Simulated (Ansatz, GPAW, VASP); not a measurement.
# Cu: 4 runs at one level of theory

```
Cu
1.0
     0.00000    1.80750    1.80750
     1.80750    0.00000    1.80750
     1.80750    1.80750    0.00000
Cu
1
Direct
  0.00000 0.00000 0.00000
```

Alike in all runs: task single point; functional PBE; k mesh 13 × 13 × 13; occupations gaussian, width 0.016 eV; no spin polarisation; no spin-orbit coupling. Pressure is positive in compression and, in plane waves, holds the error of the finite cutoff, which Ansatz's Pulay term estimates and takes out.

| program and potentials | plane-wave cutoff (eV) | notes | pressure (GPa) |
| --- | --- | --- | --- |
| Ansatz, Ansatz PAW | 420 | 19 valence electrons an atom on average; Pulay term of +0.13 GPa included | 1.68 |
| VASP, PBE PAW files Cu, 520 eV | 520 | 11 valence electrons an atom on average | ? |
| Ansatz, all-electron LAPW, scalar-relativistic | - | - | 1.65 |
| GPAW, GPAW PAW data sets (gpaw-data 1.2.1) | 600 | 11 valence electrons an atom on average | 3.07 |

Task: Estimate from the other rows what the run with VASP, PBE PAW files Cu, 520 eV gave.

Result: Pressure 2.23 GPa. The other rows, which needn't bracket it: pressure 1.65 to 3.07.
